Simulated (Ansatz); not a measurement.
Write the native input for Ansatz 0.2.0 that does the following.

```yaml
Task: phonons
Functional: PBEsol
Potentials_or_basis: Ansatz PAW
Cutoff: "420 eV (not typed: the program's choice for these potentials)"
k_mesh: 6 × 6 × 6
Occupations: fermi-dirac, width 0.05 eV
Spin: collinear spin, ferromagnetic start
Starting_moments: "[1.0, 1.0, 1.0, 0.0] μB"
```

The system is AlNi3.

```
CELL_PARAMETERS angstrom
3.52305 0.00000 0.00000
0.00000 3.52305 0.00000
0.00000 0.00000 3.52305
ATOMIC_POSITIONS crystal
Ni 0.50000 0.50000 0.00000
Ni 0.50000 0.00000 0.50000
Ni 0.00000 0.50000 0.50000
Al 0.00000 0.00000 0.00000
```

The cell is a database's computed one.

One way to write it, as run:

input.yaml

```yaml
crystal:
  lattice:
    - [3.5230547267, 0.0, 0.0]
    - [0.0, 3.5230547267, 0.0]
    - [0.0, 0.0, 3.5230547267]
  atoms:
    - { symbol: Ni, position: [0.5, 0.5, 0.0], spin: 1.0 }
    - { symbol: Ni, position: [0.5, 0.0, 0.5], spin: 1.0 }
    - { symbol: Ni, position: [0.0, 0.5, 0.5], spin: 1.0 }
    - { symbol: Al, position: [0.0, 0.0, 0.0] }
hamiltonian:
  xc: pbesol
  pseudopotentials: { kind: paw }
magnetization:
  spin_polarized: true
kpoints:
  mp_grid: { grid: [6, 6, 6] }
scf:
  occupations: { method: fermi_dirac, width: 0.05 }
phonons:
  method: dfpt
```

Potentials or basis: Ansatz PAW.

Launch:

```console
$ ansatz run input.yaml --threads 2 --pin off --max-ram 5632MiB --backend cpu --events-out ev --progress --plain --runs-dir out
```

It gave:

- Band gap on the k mesh: none (metal or under the smearing width)
- Net moment: 0.67 μB per cell
- Absolute moment: 0.82 μB per cell
- Site moments: Ni +0.25; Al -0.02 μB
- Highest phonon frequency at Γ: 341 cm⁻¹

Wall time 28 s on 2 threads of Intel(R) Xeon(R) Platinum 8488C (Sapphire Rapids), with other jobs on the host, peak memory 0.84 GiB.
